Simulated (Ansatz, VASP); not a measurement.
## Two plane-wave programs on Hf2H

File INCAR:

```
SYSTEM = Hf2H
PREC = Accurate ; ENCUT = 520
EDIFF = 1E-6 ; ISMEAR = 0
SIGMA = 0.1 ; LREAL = .False.
LASPH = .True. ; NELM = 80
ALGO = Normal ; ISIF = 2
LWAVE = .False. ; LCHARG = .True.
GGA = PE ; LELF = .True.
LVHAR = .True. ; NBANDS = 18
```

KPOINTS

```
Automatic mesh
0
Gamma
  6 6 6
  0 0 0
```

File POSCAR:

```
Hf2H
1.0
    0.0000000000      2.9715292600      2.9715292600
    2.9715292600      0.0000000000      2.9715292600
    2.9715292600      2.9715292600      0.0000000000
Hf H
2 1
Direct
    0.0000000000      0.0000000000      0.0000000000
    0.2500000000      0.2500000000      0.2500000000
    0.5000000000      0.5000000000      0.5000000000
```

Input for Ansatz:

```yaml
crystal:
  lattice:
    - [0.0, 2.97152926, 2.97152926]
    - [2.97152926, 0.0, 2.97152926]
    - [2.97152926, 2.97152926, 0.0]
  atoms:
    - { symbol: Hf, position: [0.0, 0.0, 0.0] }
    - { symbol: Hf, position: [0.25, 0.25, 0.25] }
    - { symbol: H, position: [0.5, 0.5, 0.5] }
basis:
  ecutwfc: 420
kpoints:
  mp_grid: { grid: [6, 6, 6] }
hamiltonian:
  xc: pbe
scf:
  occupations: { method: gaussian, width: 0.1 }
  lower_state_search: "off"
output:
  forces: true
  stress: true
  eigenvalues: true
```

Alike in both runs: task single point; functional PBE; k mesh 6 × 6 × 6; occupations gaussian, width 0.1 eV; no spin polarisation.

|  | VASP | Ansatz |
| --- | --- | --- |
| version | VASP 6.6.1 | Ansatz 0.2.0 |
| potentials or method | VASP PAW PBE potentials, release 64 (Hf_pv, H) | scalar-relativistic, plane waves, PAW |
| plane-wave cutoff (eV) | 520 | 420 |
| valence electrons in the cell | 21 | 53 |

|  | VASP | Ansatz | Ansatz less VASP |
| --- | --- | --- | --- |
| gap on the k mesh at the Fermi level (eV) | none | none | - |
| pressure (GPa) | 15.2 | 15.7 | +0.50 |

A gap of «none» marks a metal or a gap that the smearing closes. The two sets of potentials don't hold the same shells in valence.

Caveats: so large a pressure means that the cell lies far from this level's equilibrium, or that cutoff or potentials fall short (VASP). Spin-orbit coupling is left out, which matters for the levels of Hf.
